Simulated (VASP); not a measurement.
# Hg (C2/m) in VASP: further runs

Runs on Hg. Level: PBE. Tasks: single point.

All numbers are computed with VASP 6.6.1; they aren't measurements. Logs are shortened: lines on timing, memory, paths and dates and some standing lists are left out, and cuts for length are marked.

## (1) The structure

It takes space group C2/m (No. 12, monoclinic). The conventional cell has a = 4.249 Å, b = 5.345 Å, c = 3.583 Å, α = 90.00°, β = 126.18°, γ = 90.00°. Hg (site symmetry 2/m) has 8 Hg at 3.41 to 3.59 Å as nearest neighbours.

## (2) Single point, PBE

The input, INCAR:

```
SYSTEM = Hg
ALGO = Normal
EDIFF = 1E-6
ENCUT = 520
GGA = PE
ISIF = 2
ISMEAR = 1
LASPH = .TRUE.
LCHARG = .TRUE.
LELF = .TRUE.
LREAL = .FALSE.
LVHAR = .TRUE.
LWAVE = .FALSE.
NBANDS = 12
NELM = 100
PREC = Accurate
SIGMA = 0.1
```

The input, KPOINTS:

```
k-points
0
G
  9 9 9
  0 0 0
```

The input, POSCAR:

```
Hg
1.0
    2.1243180000     -2.6725820000      0.0000000000
    2.1243180000      2.6725820000      0.0000000000
   -2.1151290000      0.0000000000      2.8921990000
Hg
1
Direct
    0.0000000000      0.0000000000      0.0000000000
```

Potentials or basis: VASP PAW PBE potentials, release 64 (Hg).

On the command line:

```sh
$ cat potpaw_PBE.64/Hg/POTCAR > POTCAR
$ mpirun -np 1 vasp_std > vasp.out
```

OUTCAR:

```text
SYSTEM = Hg
   EDIFF = 1E-6
   ENCUT = 520
   GGA = PE
   ISIF = 2
   ISMEAR = 1
   LASPH = .TRUE.
   LREAL = .FALSE.
   NELM = 100
   PREC = Accurate

 ion  position               nearest neighbor table
   1  0.000  0.000  0.000-

  LATTYP: Found a base centered monoclinic cell.
 ALAT       =     4.2486360000
 B/A-ratio  =     1.2580894198
 C/A-ratio  =     0.8433523671
 COS(beta)  =    -0.5903074535

  Lattice vectors:

 A1 = (   2.1243180000,  -2.6725820000,   0.0000000000)
 A2 = (   2.1243180000,   2.6725820000,   0.0000000000)
 A3 = (  -2.1151290000,   0.0000000000,   2.8921990000)

Analysis of symmetry for initial positions (statically):
=====================================================================
 Subroutine PRICEL returns:
 Original cell was already a primitive cell.

 Routine SETGRP: Setting up the symmetry group for a
 base centered monoclinic supercell.

 Subroutine GETGRP returns: Found  4 space group operations
 (whereof  4 operations were pure point group operations)
 out of a pool of  4 trial point group operations.

The static configuration has the point symmetry C_2h.

Analysis of symmetry for dynamics (positions and initial velocities):
=====================================================================
 Subroutine PRICEL returns:
 Original cell was already a primitive cell.

 Routine SETGRP: Setting up the symmetry group for a
 base centered monoclinic supercell.

 Subroutine GETGRP returns: Found  4 space group operations
 (whereof  4 operations were pure point group operations)
 out of a pool of  4 trial point group operations.

The dynamic configuration has the point symmetry C_2h.

 Subroutine INISYM returns: Found  4 space group operations
 (whereof  4 operations are pure point group operations),
 and found     1 'primitive' translations

----------------------------------------------------------------------------------------

                                     Primitive cell

  volume of cell :      32.8404

  direct lattice vectors                    reciprocal lattice vectors
     2.124318000 -2.672582000  0.000000000     0.235369657 -0.187084999  0.172131028
     2.124318000  2.672582000  0.000000000     0.235369657  0.187084999  0.172131028
    -2.115129000  0.000000000  2.892199000     0.000000000  0.000000000  0.345757674

  length of vectors
     3.414003736  3.414003736  3.583097228     0.346451675  0.346451675  0.345757674

  position of ions in fractional coordinates (direct lattice)
     0.000000000  0.000000000  0.000000000

  ion indices of the primitive-cell ions
   primitive index   ion index
                 1           1

----------------------------------------------------------------------------------------

 KPOINTS: k-points

Automatic generation of k-mesh.
 Grid dimensions read from file:
 generate k-points for:    9    9    9

 Generating k-lattice:

  Cartesian coordinates                     Fractional coordinates (reciprocal lattice)
     0.026152184 -0.020787222  0.019125670     0.111111111  0.000000000  0.000000000
     0.026152184  0.020787222  0.019125670     0.000000000  0.111111111  0.000000000
     0.000000000  0.000000000  0.038417519     0.000000000  0.000000000  0.111111111

  Length of vectors
     0.038494631  0.038494631  0.038417519

  Shift w.r.t. Gamma in fractional coordinates (k-lattice)
     0.000000000  0.000000000  0.000000000

 Subroutine IBZKPT returns following result:
 ===========================================

 Found    205 irreducible k-points:

 Following reciprocal coordinates:
            Coordinates               Weight
  0.000000  0.000000  0.000000      1.000000
  0.111111 -0.000000 -0.000000      4.000000
  0.222222  0.000000  0.000000      4.000000
  0.333333  0.000000 -0.000000      4.000000
  0.444444  0.000000  0.000000      4.000000
  0.111111  0.111111 -0.000000      2.000000
[... 16 lines left out ...]
 -0.333333  0.333333  0.000000      2.000000
  0.444444  0.444444  0.000000      2.000000
 [... further k-points ...]
   k-points           NKPTS =    205   k-points in BZ     NKDIM =    205   number of bands    NBANDS=     12
   number of dos      NEDOS =    301   number of ions     NIONS =      1
   total plane-waves  NPLWV =  21952
   dimension x,y,z NGX =    28 NGY =   28 NGZ =   28
   dimension x,y,z NGXF=    56 NGYF=   56 NGZF=   56
   ions per type =               1
   NGX,Y,Z   is equivalent  to a cutoff of  13.63, 13.63, 12.99 a.u.
   NGXF,Y,Z  is equivalent  to a cutoff of  27.27, 27.27, 25.98 a.u.
 SYSTEM =  Hg
   PREC   = accura    normal or accurate (medium, high low for compatibility)
   ISTART =      0    job   : 0-new  1-cont  2-samecut
   ICHARG =      2    charge: 1-file 2-atom 10-const
   ISPIN  =      1    spin polarized calculation?
   LNONCOLLINEAR =      F non collinear calculations
   LSORBIT =      F    spin-orbit coupling
   LASPH  =      T    aspherical Exc in radial PAW
   ENCUT  =  520.0 eV  38.22 Ry    6.18 a.u.   6.35  6.35  6.66*2*pi/ulx,y,z
   NELM   =    100;   NELMIN=  2; NELMDL= -5     # of ELM steps
   EDIFF  = 0.1E-05   stopping-criterion for ELM
   LREAL  =      F    real-space projection
   EDIFFG = 0.1E-04   stopping-criterion for IOM
   NSW    =      0    number of steps for IOM
   IBRION =     -1    ionic relax: 0-MD 1-quasi-New 2-CG
   NFREE  =      0    steps in history (QN), initial steepest desc. (CG)
   ISIF   =      2    stress and relaxation
   ISYM   =      2    0-nonsym 1-usesym 2-fastsym
   POTIM  = 0.5000    time-step for ionic-motion
   TEBEG  =    0.0;   TEEND  =   0.0 temperature during run
   PSTRESS=    0.0 pullay stress
   NELECT =      12.0000    total number of electrons
   NUPDOWN=      -1.0000    fix difference up-down
   EMIN   =  10.00;   EMAX   =-10.00  energy-range for DOS
   EFERMI =   0.00;   METHOD = LEGACY
   ISMEAR =     1;   SIGMA  =   0.10  broadening in eV -4-tet -1-fermi 0-gaus
   EFERMI_NEDOS =   21; number of points for ismear=-14 and -15
   IALGO  =     38    algorithm
   IMIX   =      4    mixing-type and parameters
     AMIX     =   0.40;   BMIX     =  1.00
     AMIX_MAG =   1.60;   BMIX_MAG =  1.00
  volume/ion in A,a.u.               =      32.84       221.62
  Fermi-wavevector in a.u.,A,eV,Ry     =   1.170395  2.211725 18.637583  1.369824
  Thomas-Fermi vector in A             =   2.306854
   LORBIT       =      0    0 simple, 1 ext, 2 COOP (PROOUT), +10 PAW based schemes
   GGA     = PE    functional components
   LHFCALC =     F    Hartree Fock is set to
   AEXX    =    0.0000 exact exchange contribution
   IVDW    =     0    specifies the selected vdW correction
   LEPSILON=     F    determine dielectric tensor
   LRPA    =     F    only Hartree local field effects (RPA)
 non-spin polarized calculation
 Methfessel and Paxton  Order N= 1 SIGMA  =   0.10
  energy-cutoff  :      520.00
  volume of cell :       32.84
 maximum number of plane-waves:       898
 NGX is ok and might be reduce to    28
   NGX = 13   NGY = 13   NGZ = 13

 number of electron      11.9999998 magnetization

 Free energy of the ion-electron system (eV)
  ---------------------------------------------------
  ext. energy  EPLUGINS =         0.00000000
  ---------------------------------------------------
  free energy    TOTEN  =        -0.17104273 eV

  energy without entropy =       -0.17034747  energy(sigma->0) =       -0.17081097

 E-fermi :   0.6263     XC(G=0):  -9.1003

 val. band max:        0.6228213395   @ k =   0.4444   0.0000   0.4444
 cond. band min:       0.6393985358   @ k =   0.4444   0.4444   0.4444
 fundamental gap:      0.0165771963
 Fermi energy:         0.6262667897

 k-point     1 :       0.0000    0.0000    0.0000
  band No.  band energies     occupation
      1      -6.1772      2.00000
      2      -5.8354      2.00000
      3      -5.6189      2.00000
      4      -5.5935      2.00000
      5      -5.2834      2.00000
      6      -5.1652      2.00000
      7      12.3816      0.00000
      8      12.5744      0.00000
      9      12.9685      0.00000
     10      14.1360      0.00000
     11      14.4217      0.00000
     12      16.5329      0.00000

 k-point     2 :       0.1111   -0.0000   -0.0000
  band No.  band energies     occupation
      1      -5.9704      2.00000
      2      -5.7726      2.00000
      3      -5.6282      2.00000
      4      -5.5342      2.00000
      5      -5.2957      2.00000
      6      -5.1818      2.00000
      7      10.3191      0.00000
      8      11.7502      0.00000
      9      12.5124      0.00000
     10      13.6901      0.00000
     11      14.2939      0.00000
     12      15.8400      0.00000

 k-point     3 :       0.2222    0.0000    0.0000
  band No.  band energies     occupation
      1      -5.8930      2.00000
      2      -5.7178      2.00000
      3      -5.3784      2.00000
      4      -5.3225      2.00000
      5      -5.2069      2.00000
      6      -4.9925      2.00000
      7       6.8828      0.00000
      8      10.3666      0.00000
      9      11.7083      0.00000
     10      13.0718      0.00000
     11      14.7621      0.00000
     12      15.0816      0.00000

 k-point     4 :       0.3333    0.0000   -0.0000
  band No.  band energies     occupation
      1      -5.9534      2.00000
      2      -5.8069      2.00000
      3      -5.3255      2.00000
      4      -5.2111      2.00000
      5      -5.1180      2.00000
      6      -3.6741      2.00000
      7       3.6794      0.00000
      8       9.1638      0.00000
      9      10.9086      0.00000
     10      12.6336      0.00000
     11      14.5353      0.00000
     12      15.7739      0.00000

 k-point     5 :       0.4444    0.0000    0.0000
  band No.  band energies     occupation
      1      -6.0172      2.00000
      2      -5.8592      2.00000
      3      -5.3325      2.00000
      4      -5.1893      2.00000
      5      -4.9449      2.00000
      6      -1.9505      2.00000
      7       1.0039     -0.00000
      8       8.4785      0.00000
      9      10.4432      0.00000
     10      12.4312      0.00000
     11      14.3359      0.00000
     12      16.5310      0.00000
[... 228 lines left out ...]
      1      -5.8846      2.00000
      2      -5.7298      2.00000
      3      -5.3375      2.00000
      4      -5.2450      2.00000
      5      -5.0391      2.00000
      6      -0.8549      2.00000
      7       2.2368     -0.00000
      8       4.4483      0.00000
      9       8.1977      0.00000
     10      12.9385      0.00000
     11      16.0009      0.00000
     12      16.6282      0.00000

 k-point    22 :      -0.4444    0.3333    0.0000
  band No.  band energies     occupation
      1      -5.9016      2.00000
      2      -5.8372      2.00000
      3      -5.2823      2.00000
      4      -5.2291      2.00000
      5      -5.0074      2.00000
      6      -2.1738      2.00000
      7       3.2360      0.00000
      8       6.6298      0.00000
      9       8.5051      0.00000
     10      12.1024      0.00000
     11      13.8638      0.00000
     12      16.3986      0.00000

 k-point    23 :      -0.3333    0.3333    0.0000
  band No.  band energies     occupation
      1      -5.8645      2.00000
      2      -5.8372      2.00000
      3      -5.2584      2.00000
      4      -5.2462      2.00000
      5      -5.0966      2.00000
      6      -3.3353      2.00000
      7       4.8176      0.00000
      8       8.2421      0.00000
      9       9.2253      0.00000
     10      11.5240      0.00000
     11      12.7351      0.00000
     12      16.6509      0.00000

 k-point    24 :       0.4444    0.4444    0.0000
  band No.  band energies     occupation
      1      -5.9607      2.00000
      2      -5.8760      2.00000
      3      -5.2553      2.00000
      4      -5.2192      2.00000
      5      -4.8747      2.00000
      6      -0.4697      2.00000
      7       1.0962     -0.00000
      8       6.1473      0.00000
      9       8.1885      0.00000
     10      11.9463      0.00000
     11      13.7114      0.00000
     12      17.9062      0.00000

 [... further k-points ...]

------------------------ aborting loop because EDIFF is reached ----------------------------------------

  FORCE on cell =-STRESS in cart. coord.  units (eV):
  Direction    XX          YY          ZZ          XY          YZ          ZX
  --------------------------------------------------------------------------------------
  -------------------------------------------------------------------------------------
  Total       -0.1387496     -0.0418405     -0.1472658      0.0000000      0.0000000      0.0024836
  in kB       -6.7691423     -2.0412607     -7.1846211      0.0000000      0.0000000      0.1211657
  external PRESSURE =      -5.3316747 kB  Pullay stress =       0.0000000 kB

 VOLUME and BASIS-vectors are now :
 -----------------------------------------------------------------------------
  energy-cutoff  :      520.00
  volume of cell :       32.84
      direct lattice vectors                 reciprocal lattice vectors
     2.124318000 -2.672582000  0.000000000     0.235369657 -0.187084999  0.172131028
     2.124318000  2.672582000  0.000000000     0.235369657  0.187084999  0.172131028
    -2.115129000  0.000000000  2.892199000     0.000000000  0.000000000  0.345757674

 POSITION                                       TOTAL-FORCE (eV/Angst)
 -----------------------------------------------------------------------------------
      0.00000      0.00000      0.00000         0.000000      0.000000      0.000000
 -----------------------------------------------------------------------------------
    total drift:                               -0.000000      0.000000     -0.000000

  FREE ENERGIE OF THE ION-ELECTRON SYSTEM (eV)
  ---------------------------------------------------
  free  energy   TOTEN  =        -0.1710427275 eV

  energy  without entropy=       -0.1703474668  energy(sigma->0) =       -0.17081097
```

Wall time 50 s (1 thread of Intel Xeon Platinum 8259CL at 2.50GHz (Skylake/Cascade Lake), shared host); peak memory 0.21 GiB.

What came out:

| Property | Result |
| --- | --- |
| Free energy | -0.1710 eV |
| Pressure | -0.5 GPa |
| Band gap on the k mesh | none (metal or under the smearing width) |

(Part 1 of 2 ends here.)
